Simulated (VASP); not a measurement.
The system is TaN.

```
Ta N
1.0
     2.93800    0.00000    0.00000
    -1.46900    2.54438    0.00000
     0.00000    0.00000    2.88300
Ta N
1 1
Cartesian
  0.0620 0.0120 1.3424
  1.4060 0.8812 -0.0490
```

The cell isn't the ideal one: atoms moved at random, drawn with an rms of 0.1 Å.

| Quantity | Value |
| --- | --- |
| Program | VASP 6.6.1 |
| Task | relaxation of the atoms |
| Functional | r2SCAN |
| Potentials or basis | VASP PAW PBE potentials, release 64 (Ta_pv, N) |
| Cutoff | 520 eV |
| k mesh | 7 × 7 × 7 |
| Occupations | gaussian, width 0.05 eV |
| Spin | no spin polarisation |

At the start: pressure 4.1 GPa; volume 10.78 Å³/atom.

Where does the relaxation end?

Over 3 steps the energy falls by 62.7 meV/atom; space group P-6m2 (No. 187, to 0.05 Å).

Step by step:
```csv
step,energy change (eV),largest force (eV/Å),pressure (GPa)
1,0.0000,1.8171,4.05
2,-0.1248,0.1221,1.29
3,-0.1254,0.0025,1.41
```

Final structure:
```xyz
2
Lattice="2.9380 0.0000 0.0000 -1.4690 2.5444 0.0000 0.0000 0.0000 2.8830" Properties=species:S:1:pos:R:3 pbc="T T T"
Ta   -0.0006    0.0225    1.3674
N     1.4686    0.8707   -0.0741
```

Caveat: the PAW data sets were made with another functional, which shifts forces and pressure a little.
